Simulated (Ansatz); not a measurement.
## SiNi: relaxation of cell and atoms

Level of theory: DFT, LDA, all-electron LAPW, scalar-relativistic in Ansatz 0.2.0.

Command: `ansatz run input.yaml --threads 1 --pin off --max-ram 3072MiB --backend cpu --events-out ev --progress --plain --runs-dir out` The run took 3.3 min on 1 thread of Intel(R) Xeon(R) Platinum 8488C (Sapphire Rapids), on a shared host, peak memory 0.91 GiB.

```yaml
crystal:
  lattice:
    - [2.9130436714, 0.0, 0.0]
    - [0.0, 3.247188673, 0.0]
    - [0.0, 0.0, 4.6301965926]
  atoms:
    - { symbol: Si, position: [0.0, 0.0, 0.15685684] }
    - { symbol: Si, position: [0.5, 0.5, 0.84314316] }
    - { symbol: Ni, position: [0.0, 0.0, 0.65750441] }
    - { symbol: Ni, position: [0.5, 0.5, 0.34249559] }
kpoints:
  mp_grid: { grid: [11, 10, 7] }
scf:
  occupations: { method: fermi_dirac, width: 0.05 }
hamiltonian:
  xc: lda
  pseudopotentials: { kind: all_electron, lapw: { basis_error: 0.001 } }
output:
  forces: true
  stress: true
relax:
  f_tol: 0.005
  max_steps: 80
  cell: {}
```

Spin polarisation is left out, and whether a magnetic state lies lower isn't shown here.

The cell is the one relaxed in the Materials Project (mp-999192); entries there can be hypothetical. The listed cell was then made from it by scaling, straining or moving an atom.

Each frame lists the cell vectors (Å), then Cartesian positions (Å) and forces (eV/Å). Free energies count from the first step, -98365.8228 eV.

The walk took 5 evaluations in all; steps that aren't listed are left out.

Step 1: E = 0.0 meV, P = 1.09 GPa

```
cell 2.9130 0.0000 0.0000 0.0000 3.2472 0.0000 0.0000 0.0000 4.6302
Si    0.0000    0.0000    0.7263     0.000   0.000   0.170
Si    1.4565    1.6236    3.9039     0.000   0.000  -0.170
Ni    0.0000    0.0000    3.0444     0.000   0.000  -0.076
Ni    1.4565    1.6236    1.5858     0.000   0.000   0.076
```

Step 2: E = -1.8 meV, P = 0.47 GPa

```
cell 2.9156 0.0000 0.0000 0.0000 3.2523 0.0000 0.0000 0.0000 4.6339
Si    0.0000    0.0000    0.7313     0.000   0.000   0.098
Si    1.4578    1.6261    3.9026     0.000   0.000  -0.098
Ni    0.0000    0.0000    3.0472     0.000   0.000  -0.057
Ni    1.4578    1.6261    1.5867     0.000   0.000   0.057
```

Task: How does the relaxation end?

Result: It converges, with a = 2.915 Å, b = 3.257 Å, c = 4.640 Å, α = 90.00°, β = 90.00°, γ = 90.00° (conventional cell, space group Pmmn). The last solve (on a basis chosen afresh for the final cell, so its energy is not quite comparable) gives E = -2.7 meV, P = -0.02 GPa:
```
cell 2.9147 0.0000 0.0000 0.0000 3.2566 0.0000 0.0000 0.0000 4.6400
Si    0.0000    0.0000    0.7379     0.000   0.000   0.000
Si    1.4574    1.6283    3.9021     0.000   0.000   0.000
Ni    0.0000    0.0000    3.0496     0.000   0.000  -0.002
Ni    1.4574    1.6283    1.5904     0.000   0.000   0.002
```
